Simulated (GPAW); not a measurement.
The system is ZnS (Wurtzite-2H).

```
CELL_PARAMETERS angstrom
3.81100 0.00000 0.00000
-1.90550 3.30042 0.00000
0.00000 0.00000 6.23400
ATOMIC_POSITIONS crystal
Zn 0.66667 0.33333 0.50000
Zn 0.33333 0.66667 0.00000
S 0.66667 0.33333 0.88500
S 0.33333 0.66667 0.38500
```

| Item | Value |
| --- | --- |
| Program | GPAW 26.7.0 |
| Task | relaxation of cell and atoms |
| Functional | PBEsol |
| Dispersion | D4 |
| Potentials or basis | PAW data sets generated in the run's folder for this functional |
| Cutoff | 600 eV |
| Basis | pw |
| k mesh | 6 × 6 × 3 |
| Occupations | fermi-dirac, width 0.05 eV |
| Spin | no spin polarisation |

At the start: pressure -2.7 GPa; volume 19.60 Å³/atom.

**Question.** Where does the relaxation end?

**Answer.** Over 11 steps the energy falls by 11.6 meV/atom and the volume is 18.88 Å³/atom (-3.7 %); space group P6_3mc (No. 186, to 0.05 Å).

The path:
```csv
step,energy change (eV),largest force (eV/Å),pressure (GPa),volume (Å³)
1,0.0000,0.3113,-2.68,78.41
2,-0.0100,0.2728,-2.47,78.14
3,-0.0397,0.1786,-0.27,75.82
4,-0.0433,0.0288,-0.79,76.29
5,-0.0440,0.0309,-0.65,76.15
6,-0.0457,0.0003,0.08,75.46
7,-0.0458,0.0103,0.09,75.45
8,-0.0459,0.0204,0.07,75.47
9,-0.0460,0.0260,0.05,75.49
10,-0.0461,0.0228,0.01,75.52
11,-0.0462,0.0104,-0.01,75.53
```

Final structure:
```cif
data_structure
_symmetry_space_group_name_H-M 'P 1'
_symmetry_Int_Tables_number 1
_cell_length_a 3.7589
_cell_length_b 3.7589
_cell_length_c 6.1725
_cell_angle_alpha 90.000
_cell_angle_beta 90.000
_cell_angle_gamma 120.000
_cell_volume 75.53
loop_
_atom_site_label
_atom_site_type_symbol
_atom_site_fract_x
_atom_site_fract_y
_atom_site_fract_z
_atom_site_occupancy
Zn1 Zn 0.66667 0.33333 0.50539 1
Zn2 Zn 0.33333 0.66667 0.00539 1
S1 S 0.66667 0.33333 0.87961 1
S2 S 0.33333 0.66667 0.37962 1
```

Caveat: later steps reuse the first step's grids.
